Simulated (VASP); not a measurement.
# Bi (P-1) in VASP: convergence with empty bands

Aim: find how far empty bands must go before the results for Bi settle, at r2SCAN. This setting moves, with any that are tied to it; all else stays.

Program: VASP 6.6.1. These are calculated values, not measurements. Logs are shortened: lines on timing, memory, paths and dates and some standing lists are left out, and cuts for length are marked.

**1. The cell of the first run**

The typed cell holds 1 atom: a = 3.489 Å, b = 3.372 Å, c = 3.402 Å, α = 108.24°, β = 108.95°, γ = 110.38°.

This isn't the form of Bi at room conditions, which is rhombohedral.

The cell isn't the ideal one: cell strained at random at fixed volume.

**2. With empty bands 1**

File INCAR:

```
SYSTEM = Bi
ALGO = Normal
EDIFF = 1E-6
ENCUT = 600
ISIF = 2
ISMEAR = 1
LASPH = .TRUE.
LCHARG = .FALSE.
LMIXTAU = .TRUE.
LREAL = .FALSE.
LWAVE = .FALSE.
METAGGA = R2SCAN
NBANDS = 10
NELM = 80
PREC = Accurate
SIGMA = 0.1
```

File KPOINTS:

```
k-points
0
G
  7 7 7
  0 0 0
```

File POSCAR:

```
Bi
1.0
   -1.9938900000      2.0396620000      2.0091600000
    1.9722820000     -1.9601110000      1.9080000000
    1.9977310000      1.9639510000     -1.9296080000
Bi
1
Direct
   -0.0006500000      0.0015490000      0.0019750000
```

Potentials or basis: VASP PAW PBE potentials, release 64 (Bi_d_GW).

Run with:

```sh
$ cat potpaw_PBE.64/Bi_d_GW/POTCAR > POTCAR
$ mpirun -np 1 vasp_std > vasp.out
```

OUTCAR:

```text
SYSTEM = Bi
   EDIFF = 1E-6
   ENCUT = 600
   ISIF = 2
   ISMEAR = 1
   LASPH = .TRUE.
   LREAL = .FALSE.
   METAGGA = R2SCAN
   NELM = 80
   PREC = Accurate

 Found    172 irreducible k-points:

 Following reciprocal coordinates:
            Coordinates               Weight
  0.000000  0.000000  0.000000      1.000000
  0.142857  0.000000  0.000000      2.000000
  0.285714  0.000000  0.000000      2.000000
  0.428571  0.000000  0.000000      2.000000
  0.000000  0.142857 -0.000000      2.000000
  0.142857  0.142857  0.000000      2.000000
   k-points           NKPTS =    172   k-points in BZ     NKDIM =    172   number of bands    NBANDS=     10
   number of dos      NEDOS =    301   number of ions     NIONS =      1
   total plane-waves  NPLWV =  21952
   dimension x,y,z NGX =    28 NGY =   28 NGZ =   28
   dimension x,y,z NGXF=    56 NGYF=   56 NGZF=   56
   ions per type =               1
   NGX,Y,Z   is equivalent  to a cutoff of  13.34, 13.80, 13.68 a.u.
   NGXF,Y,Z  is equivalent  to a cutoff of  26.68, 27.61, 27.37 a.u.
 SYSTEM =  Bi
   PREC   = accura    normal or accurate (medium, high low for compatibility)
   ISTART =      0    job   : 0-new  1-cont  2-samecut
   ICHARG =      2    charge: 1-file 2-atom 10-const
   ISPIN  =      1    spin polarized calculation?
   LNONCOLLINEAR =      F non collinear calculations
   LSORBIT =      F    spin-orbit coupling
   LASPH  =      T    aspherical Exc in radial PAW
   ENCUT  =  600.0 eV  44.10 Ry    6.64 a.u.   6.97  6.74  6.79*2*pi/ulx,y,z
   NELM   =     80;   NELMIN=  2; NELMDL= -5     # of ELM steps
   EDIFF  = 0.1E-05   stopping-criterion for ELM
   LREAL  =      F    real-space projection
   EDIFFG = 0.1E-04   stopping-criterion for IOM
   NSW    =      0    number of steps for IOM
   IBRION =     -1    ionic relax: 0-MD 1-quasi-New 2-CG
   NFREE  =      0    steps in history (QN), initial steepest desc. (CG)
   ISIF   =      2    stress and relaxation
   ISYM   =      2    0-nonsym 1-usesym 2-fastsym
[... 39 lines left out ...]
  energy without entropy =      -58.11104283  energy(sigma->0) =      -58.11146591

 E-fermi :   4.0223     XC(G=0): -11.2013

 val. band max:        4.0219860108   @ k =   0.4286   0.0000   0.1429
 cond. band min:       4.0373443216   @ k =   0.2857  -0.2857   0.4286
 fundamental gap:      0.0153583108
 Fermi energy:         4.0223396561

 k-point     1 :       0.0000    0.0000    0.0000
  band No.  band energies     occupation
      1    -152.4618      2.00000
      2     -19.7345      2.00000
      3     -19.7067      2.00000
      4     -19.6873      2.00000
      5     -19.5697      2.00000
      6     -19.5583      2.00000
      7     -10.0717      2.00000
      8       9.0231      0.00000
      9       9.3568      0.00000
     10       9.7202      0.00000
[... 53 lines left out ...]
 k-point     6 :       0.1429    0.1429    0.0000
  band No.  band energies     occupation
      1    -152.4618      2.00000
      2     -19.7299      2.00000
      3     -19.6881      2.00000
      4     -19.5976      2.00000
      5     -19.5786      2.00000
      6     -19.5672      2.00000
      7      -8.9413      2.00000
      8       3.6520      2.00000
      9       6.3952      0.00000
     10       8.0700      0.00000

 [... further k-points ...]

------------------------ aborting loop because EDIFF is reached ----------------------------------------

  FORCE on cell =-STRESS in cart. coord.  units (eV):
  Direction    XX          YY          ZZ          XY          YZ          ZX
  --------------------------------------------------------------------------------------
  -------------------------------------------------------------------------------------
  Total        0.1438284      0.3144351      0.2158064      0.0434018     -0.0213402     -0.0000969
  in kB        7.4055744     16.1899348     11.1116479      2.2347137     -1.0987868     -0.0049885
  external PRESSURE =      11.5690523 kB  Pullay stress =       0.0000000 kB

 VOLUME and BASIS-vectors are now :
 -----------------------------------------------------------------------------
  energy-cutoff  :      600.00
  volume of cell :       31.12
      direct lattice vectors                 reciprocal lattice vectors
    -1.993890000  2.039662000  2.009160000     0.001125669  0.244799405  0.250321735
     1.972282000 -1.960111000  1.908000000     0.253291187 -0.005345489  0.256792767
     1.997731000  1.963951000 -1.929608000     0.251626877  0.249606127 -0.003681050

 POSITION                                       TOTAL-FORCE (eV/Angst)
 -----------------------------------------------------------------------------------
     -1.98559      2.03918      2.00700         0.000000      0.000000     -0.000000
 -----------------------------------------------------------------------------------
    total drift:                               -0.000021     -0.000000      0.000009

  FREE ENERGIE OF THE ION-ELECTRON SYSTEM (eV)
  ---------------------------------------------------
  free  energy   TOTEN  =       -58.1116774556 eV

  energy  without entropy=      -58.1110428334  energy(sigma->0) =      -58.11146591
```

OSZICAR:

```text
N       E                     dE             d eps       ncg     rms          rms(c)
DAV:   1     0.107515374683E+03    0.10752E+03   -0.10241E+04  3524   0.345E+03
DAV:   2    -0.497563294790E+02   -0.15727E+03   -0.15440E+03  3738   0.631E+02
DAV:   3    -0.618168352728E+02   -0.12061E+02   -0.11712E+02  4290   0.184E+02
DAV:   4    -0.623207157984E+02   -0.50388E+00   -0.49351E+00  5220   0.412E+01
DAV:   5    -0.623285772315E+02   -0.78614E-02   -0.78582E-02  4458   0.382E+00    0.287E+00
DAV:   6    -0.580150472126E+02    0.43135E+01   -0.18965E+00  4018   0.620E+01    0.192E+00
DAV:   7    -0.580383590981E+02   -0.23312E-01   -0.36872E-01  3816   0.133E+01    0.151E+00
DAV:   8    -0.580169492807E+02    0.21410E-01   -0.34755E-01  3442   0.651E+00    0.173E-01
DAV:   9    -0.581111979072E+02   -0.94249E-01   -0.95838E-02  3592   0.358E+00    0.146E-01
DAV:  10    -0.581112036009E+02   -0.56937E-05   -0.12868E-03  3988   0.585E-01    0.127E-01
DAV:  11    -0.581082406628E+02    0.29629E-02   -0.27736E-03  3810   0.155E+00    0.379E-02
DAV:  12    -0.581115707367E+02   -0.33301E-02   -0.67265E-03  3760   0.148E+00    0.421E-02
DAV:  13    -0.581104657318E+02    0.11050E-02   -0.11790E-03  3532   0.343E-01    0.374E-02
DAV:  14    -0.581109705650E+02   -0.50483E-03   -0.21863E-04  3746   0.412E-01    0.223E-02
DAV:  15    -0.581116691419E+02   -0.69858E-03   -0.98873E-04  3754   0.560E-01    0.160E-02
DAV:  16    -0.581116675930E+02    0.15488E-05   -0.60802E-05  3708   0.135E-01    0.111E-02
DAV:  17    -0.581116768219E+02   -0.92289E-05   -0.23301E-05  3762   0.783E-02    0.176E-03
DAV:  18    -0.581116774556E+02   -0.63371E-06   -0.11242E-06  2132   0.217E-02
   1 F= -.58111677E+02 E0= -.58111466E+02  d E =-.634622E-03
```

stdout:

```text
POSCAR found type information on POSCAR Bi
 POSCAR found :  1 types and       1 ions
 scaLAPACK will be used
 -----------------------------------------------------------------------------
|                                                                             |
[... 28 lines left out ...]
|     molecular-dynamics runs (even for insulators or semiconductors),        |
|     since the presence of unoccupied bands improves wavefunction            |
|     prediction and helps to suppress 'band-crossings'.                      |
|                                                                             |
 -----------------------------------------------------------------------------
```

Wall time 3 min (1 thread of Intel Xeon Platinum 8375C at 2.90GHz (Ice Lake), shared host); peak memory 0.25 GiB.

Results:

- Free energy: -58.1117 eV
- Pressure: 1.2 GPa

**3. With empty bands 2**

INCAR is that of step 2.

KPOINTS is that of step 2.

POSCAR is that of step 2.

Potentials or basis: VASP PAW PBE potentials, release 64 (Bi_d_GW).

Run with:

```sh
$ cat potpaw_PBE.64/Bi_d_GW/POTCAR > POTCAR
$ mpirun -np 1 vasp_std > vasp.out
```

It took 3 min on 1 thread of Intel Xeon Platinum 8375C at 2.90GHz (Ice Lake), shared host; peak memory 0.25 GiB.

What came out:

| Property | Result |
| --- | --- |
| Free energy | -58.1117 eV |
| Pressure | 1.2 GPa |

**4. With empty bands 3**

INCAR: that of step 3 with these lines changed.

```diff
@@ -12,3 +12,3 @@
 METAGGA = R2SCAN
-NBANDS = 10
+NBANDS = 12
 NELM = 80
```

KPOINTS is that of step 3.

POSCAR is that of step 3.

Run with:

```sh
$ cat potpaw_PBE.64/Bi_d_GW/POTCAR > POTCAR
$ mpirun -np 1 vasp_std > vasp.out
```

Wall time 3.7 min (1 thread of Intel Xeon Platinum 8375C at 2.90GHz (Ice Lake), shared host); peak memory 0.26 GiB.

Results:

| Item | Value |
| --- | --- |
| Free energy | -58.1117 eV |
| Pressure | 1.2 GPa |
| Band gap on the k mesh | none (metal or under the smearing width) |

**5. With empty bands 4**

INCAR is that of step 4.

KPOINTS is that of step 4.

POSCAR is that of step 4.

Run with:

```sh
$ cat potpaw_PBE.64/Bi_d_GW/POTCAR > POTCAR
$ mpirun -np 1 vasp_std > vasp.out
```

Wall time 4 min (1 thread of Intel Xeon Platinum 8375C at 2.90GHz (Ice Lake), shared host); peak memory 0.26 GiB.

What came out:

```
Free energy            : -58.1117 eV
Pressure               : 1.2 GPa
Band gap on the k mesh : none (metal or under the smearing width)
```

**6. With empty bands 6**

INCAR: that of step 5 with these lines changed.

```diff
@@ -12,3 +12,3 @@
 METAGGA = R2SCAN
-NBANDS = 12
+NBANDS = 14
 NELM = 80
```

KPOINTS is that of step 5.

POSCAR is that of step 5.

Potentials or basis: VASP PAW PBE potentials, release 64 (Bi_d_GW).

Run with:

```sh
$ cat potpaw_PBE.64/Bi_d_GW/POTCAR > POTCAR
$ mpirun -np 1 vasp_std > vasp.out
```

Run time: 4 min. Hardware: 1 thread of Intel Xeon Platinum 8375C at 2.90GHz (Ice Lake), shared host; peak memory 0.27 GiB.

Results:

- Free energy: -58.1117 eV
- Pressure: 1.0 GPa
- Band gap on the k mesh: none (metal or under the smearing width)

**7. With empty bands 10**

INCAR: that of step 6 with these lines changed.

```diff
@@ -12,3 +12,3 @@
 METAGGA = R2SCAN
-NBANDS = 14
+NBANDS = 18
 NELM = 80
```

KPOINTS is that of step 6.

POSCAR is that of step 6.

Run with:

```sh
$ cat potpaw_PBE.64/Bi_d_GW/POTCAR > POTCAR
$ mpirun -np 1 vasp_std > vasp.out
```

It took 5.9 min on 1 thread of Intel Xeon Platinum 8375C at 2.90GHz (Ice Lake), shared host; peak memory 0.28 GiB.

What came out:

```
Free energy            : -58.1117 eV
Pressure               : 1.1 GPa
Band gap on the k mesh : none (metal or under the smearing width)
```

**8. With empty bands 16**

INCAR: that of step 7 with these lines changed.

```diff
@@ -12,3 +12,3 @@
 METAGGA = R2SCAN
-NBANDS = 18
+NBANDS = 24
 NELM = 80
```

KPOINTS is that of step 7.

POSCAR is that of step 7.

Run with:

```sh
$ cat potpaw_PBE.64/Bi_d_GW/POTCAR > POTCAR
$ mpirun -np 1 vasp_std > vasp.out
```

Run time: 8 min. Hardware: 1 thread of Intel Xeon Platinum 8375C at 2.90GHz (Ice Lake), shared host; peak memory 0.3 GiB.

It converged, with:

| Item | Value |
| --- | --- |
| Free energy | -58.1117 eV |
| Pressure | 1.1 GPa |
| Band gap on the k mesh | none (metal or under the smearing width) |

**9. Summary**

| empty bands | energy less the tightest run, at zero smearing (meV/atom) | pressure (GPa) | SCF cycles | CPU time (s) | peak memory (GiB) |
| --- | --- | --- | --- | --- | --- |
| 1 | 0.00 | 1.16 | 18 | 180 | 0.25 |
| 2 | 0.00 | 1.16 | 18 | 180 | 0.25 |
| 3 | 0.00 | 1.16 | 18 | 220 | 0.26 |
| 4 | 0.00 | 1.16 | 18 | 240 | 0.26 |
| 6 | 0.00 | 0.98 | 16 | 240 | 0.27 |
| 10 | 0.00 | 1.14 | 19 | 360 | 0.28 |
| 16 | 0.00 | 1.13 | 19 | 480 | 0.3 |

Against the tightest run, the energy stays within 1 meV/atom from 1 on; the pressure stays within 0.1 GPa from 10 on. The tightest run that finished is the yardstick and may itself not be fully converged.

Caveats: the PAW data sets were made with another functional, which shifts forces and pressure a little; spin-orbit coupling is left out, which moves the levels of the heavy elements.
